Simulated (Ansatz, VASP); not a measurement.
# AlN: VASP beside Ansatz

```
Al N
1.0
     3.08862    0.00000   -0.15443
    -1.54431    2.67482    0.07722
    -0.24718    0.00000    4.94358
Al N
2 2
Cartesian
  0.0173 1.7824 0.0095
  1.4380 0.8924 2.4041
  -0.1124 1.7900 1.8937
  1.3083 0.8848 4.2883
```

Change from the starting cell: engineering shear strain xz -0.1000, normal strain along z +0.0000.

Alike in both runs: functional LDA; k mesh 9 × 9 × 6; occupations gaussian, width 0.05 eV; no spin polarisation.

Ansatz relaxed the structure, and its values are those at the end. VASP's run is a single point on that final structure, the one shown.

|  | VASP | Ansatz |
| --- | --- | --- |
| version | VASP 6.6.1 | Ansatz 0.2.0 |
| potentials or method | VASP PAW LDA potentials, release 64 (Al, N) | scalar-relativistic, plane waves, PAW |
| plane-wave cutoff (eV) | 520 | 520 |
| valence electrons in the cell | 16 | 16 |

Ansatz gave:

| Property | Result |
| --- | --- |
| gap on the k mesh at the Fermi level (eV) | 4.08 |
| least direct gap on the mesh (eV) | 4.08 |
| pressure (GPa) | 0.1 |
| rms of the force components (eV/Å) | 0.002 |

Question: Which values does VASP return?

Answer: gap on the k mesh at the Fermi level (eV): 4.09; least direct gap on the mesh (eV): 4.09; pressure (GPa): 0.8; rms of the force components (eV/Å): 0.008.

Ansatz warned: «pseudo_functional_mismatch».

Caveats: an odd mesh through Γ misses points on the zone boundary, where band edges often lie.
